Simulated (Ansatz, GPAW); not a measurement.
This is a calculation of Sc for Ansatz 0.2.0. 

The input input.yaml:

```yaml
crystal:
  lattice:
    - [3.309, 0.0, 0.0]
    - [-1.6545, 2.8656780611, 0.0]
    - [0.0, 0.0, 5.2733]
  atoms:
    - { symbol: Sc, position: [0.6666666667, 0.3333333333, 0.75] }
    - { symbol: Sc, position: [0.3333333333, 0.6666666667, 0.25] }
hamiltonian:
  xc: pbesol
  pseudopotentials: { kind: paw }
kpoints:
  mp_grid: { grid: [9, 9, 5] }
scf:
  occupations: { method: gaussian, width: 0.02 }
output:
  forces: true
  stress: true
  eigenvalues: true
  write_density: true
  write_potential: true
  elf: true
  volumetric_format: npy
```

Potentials or basis: Ansatz PAW.

Command:

```sh
$ ansatz run input.yaml --threads 1 --pin off --max-ram 3584MiB --backend cpu --events-out ev --progress --plain --runs-dir out
```

Question: What does the same run look like in GPAW 26.7.0 (ASE script)? Potentials or basis there: PAW data sets generated for this functional, cutoff 600 eV.

Answer: As run (cutoffs and basis follow the program's own potentials, and thresholds, step limits or extra output files can differ):

Contents of run.py:

```python
from ase.dft.bandgap import bandgap
from ase.io import read, write
from ase.units import GPa
from gpaw import GPAW, PW, setup_paths

setup_paths.insert(0, '.')

atoms = read('POSCAR')

calc = GPAW(mode=PW(600),
            xc='PBEsol',
            kpts={'size': (9, 9, 5), 'gamma': True},
            occupations={'name': 'methfessel-paxton', 'order': 0, 'width': 0.02},
            nbands=23,
            convergence={'density': 1e-05, 'energy': 1e-05},
            maxiter=150,
            txt='gpaw.txt')
atoms.calc = calc
energy = atoms.get_potential_energy()
forces = atoms.get_forces()
stress = atoms.get_stress()
calc.write('gs.gpw')
write('result.traj', atoms)
print(f'Energy: {energy:.6f} eV')
print('Forces (eV/A):')
print(forces.round(4))
print('Stress (GPa):', (stress / GPa).round(3))
print('Fermi level:', round(calc.get_fermi_level(), 4), 'eV')
print(f'Gap: {bandgap(calc)[0]:.4f} eV, direct: {bandgap(calc, direct=True)[0]:.4f} eV')
```

Contents of POSCAR:

```
Sc
1.0
    3.3090000000      0.0000000000      0.0000000000
   -1.6545000000      2.8656780611      0.0000000000
    0.0000000000      0.0000000000      5.2733000000
Sc
2
Direct
    0.6666666667      0.3333333333      0.7500000000
    0.3333333333      0.6666666667      0.2500000000
```

Potentials or basis: PAW data sets generated in the run's folder for this functional, pw.

The run is started by

```sh
$ gpaw-setup -f PBEsol Sc
$ OMP_NUM_THREADS=1 python run.py
```

Both were run:

|  | Ansatz | GPAW |
| --- | --- | --- |
| Pressure | -2.8 GPa | -2.8 GPa |

Ansatz's pressure holds a Pulay term of +0.01 GPa for its cutoff of 420 eV, which the other run lacks.

Ansatz's potentials were made for PBE.

Where Ansatz's input types no cutoff or centring, it takes its own default and a Γ-centred mesh.

Pressure is positive in compression.
